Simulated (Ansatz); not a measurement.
# TaAs: the cost of one run

Program: Ansatz 0.2.0. Level of theory: DFT PBE, scalar-relativistic, plane waves, PAW. These are calculated values, not measurements.

4 further runs of the same task are left out: 2 that didn't finish, 2 set aside as unsound or not needed.

### Step 1. The structure to begin with

Symmetry: P-6m2, No. 187, hexagonal system. The conventional cell has a = 3.414 Å, b = 3.414 Å, c = 3.484 Å, α = 90.00°, β = 90.00°, γ = 120.00°. Ta (site symmetry -6m2) is surrounded by 6 As at 2.63 Å. As (site symmetry -6m2) is surrounded by 6 Ta at 2.63 Å.

Coordinates:

```xyz
2
Lattice="3.4139 0.0000 0.0000 -1.7070 2.9565 0.0000 0.0000 0.0000 3.4843" Properties=species:S:1:pos:R:3 pbc="T T T"
Ta    0.0000    1.9710    1.7422
As    0.0000    0.0000    0.0000
```

The cell was relaxed beforehand at this level, from a generated guess; it needn't be the stable form of this composition. At a tolerance of 0.05 Å it has space group P-6m2 (No. 187); it has 17.58 Å³/atom, an uncorrected energy of -0.54 eV/atom over the elements.

### Step 2. Static run: bands, density of states and charges

input.yaml reads:

```yaml
crystal:
  lattice:
    - [3.4139094901, 0.0, 0.0]
    - [-1.7069547451, 2.9565323447, 0.0]
    - [0.0, 0.0, 3.4843168761]
  atoms:
    - { symbol: Ta, position: [0.3333333333, 0.6666666667, 0.5] }
    - { symbol: As, position: [0.0, 0.0, 0.0] }
basis:
  ecutwfc: 420
kpoints:
  mp_grid: { grid: [18, 18, 16] }
  band_path:
    path:
      - [[0.0, 0.0, 0.0], [0.5, 0.0, 0.0], [0.33333333, 0.33333333, 0.0], [0.0, 0.0, 0.0], [0.0, 0.0, 0.5], [0.5, 0.0, 0.5], [0.33333333, 0.33333333, 0.5], [0.0, 0.0, 0.5]]
      - [[0.5, 0.0, 0.5], [0.5, 0.0, 0.0]]
      - [[0.33333333, 0.33333333, 0.5], [0.33333333, 0.33333333, 0.0]]
    npoints: 14
hamiltonian:
  xc: pbe
scf:
  occupations: { method: gaussian, width: 0.1 }
  n_extra_bands: 6
output:
  forces: true
  stress: true
  eigenvalues: true
  populations: true
  dos: { projected: true, de: 0.02, nscf_kmesh: { grid: [22, 22, 20] } }
  bader: true
  write_density: true
  write_potential: true
  elf: true
  volumetric_format: npy
```

On the command line:

```console
$ ansatz run input.yaml --threads 1 --pin off --max-ram 2048MiB --backend cpu --events-out ev --progress --plain --runs-dir out
```

**Question.** How long does this run take on 1 thread of Arm Neoverse V2, shared host, and how much memory does it need?

About 61 s, with a peak of 0.52 GiB.
